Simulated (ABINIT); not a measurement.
A run of ABINIT 10.8.3 (patched build):

File run.abi:

```
# Datasets: one volume each
ndtset 7
getwfk -1
scalecart1 3*0.9795861087
scalecart2 3*0.9864848297
scalecart3 3*0.9932883884
scalecart4 3*1.0000000000
scalecart5 3*1.0066227096
scalecart6 3*1.0131594038
scalecart7 3*1.0196128224

# Pseudopotentials
pp_dirpath "./"
pseudos "Nb.GGA_PBE-JTH.xml"

# Structure
acell 3*1.0
rprim
    -3.1444097851     3.1444097851     3.1444097851
     3.1444097851    -3.1444097851     3.1444097851
     3.1444097851     3.1444097851    -3.1444097851
ntypat 1
znucl 41
natom 1
typat 1
xred
     0.0000000000     0.0000000000     0.0000000000

# Plane-wave basis
ecut 16.0
pawecutdg 32.0

# k points
kptopt 1
ngkpt 11 11 11
nshiftk 1
shiftk 0.0 0.0 0.0

# Exchange and correlation
ixc 11

# Bands and occupations
nband 11
occopt 3
tsmear 0.05 eV

# SCF cycle
nstep 100
tolvrs 1.0e-9

# Output
iomode 3
prtwf 1
prtden 0
prteig 0
prtebands 0
```

Potentials or basis: JTH PAW PBE v2.0.

Command:

```console
$ abinit run.abi > log 2>&1
```

Hardware: 1 thread of Intel(R) Xeon(R) 6975P-C (Granite Rapids), with other jobs on the host.

Problem. How long does it take, and how much memory?

Solution. It took 24 s on 1 thread of Intel(R) Xeon(R) 6975P-C (Granite Rapids) (shared host), peak memory 0.13 GiB. Counts: scf iterations 55, mpi ranks 1, k points 56, bands 11, plane waves 370.
